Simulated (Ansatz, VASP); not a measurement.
# PbF2 (Fluorocronite) in VASP and in Ansatz

```xyz
3
Lattice="0.0000 2.9637 2.9637 2.9637 0.0000 2.9637 2.9637 2.9637 0.0000" Properties=species:S:1:pos:R:3 pbc="T T T"
Pb    0.0000    0.0000    0.0000
F     1.4818    1.4818    1.4818
F     4.4455    4.4455    4.4455
```

Alike in both runs: task single point; functional PBE; k mesh 8 × 8 × 8; no spin polarisation.

```csv
,VASP,Ansatz
version,VASP 6.6.1,Ansatz 0.2.0
potentials or method,"VASP PAW PBE potentials, release 64 (Pb_d, F)","plane waves, PAW"
plane-wave cutoff (eV),520,422
occupations,"gaussian, width 0.01 eV",fixed
valence electrons in the cell,28,28
```

```tsv
	VASP	Ansatz	Ansatz less VASP
gap on the k mesh at the Fermi level (eV)	4.42	4.42	+0.003
```

Caveats: spin-orbit coupling is left out, which as a rule narrows the gap of such compounds by several tenths of an eV. A k mesh can miss the band edges.
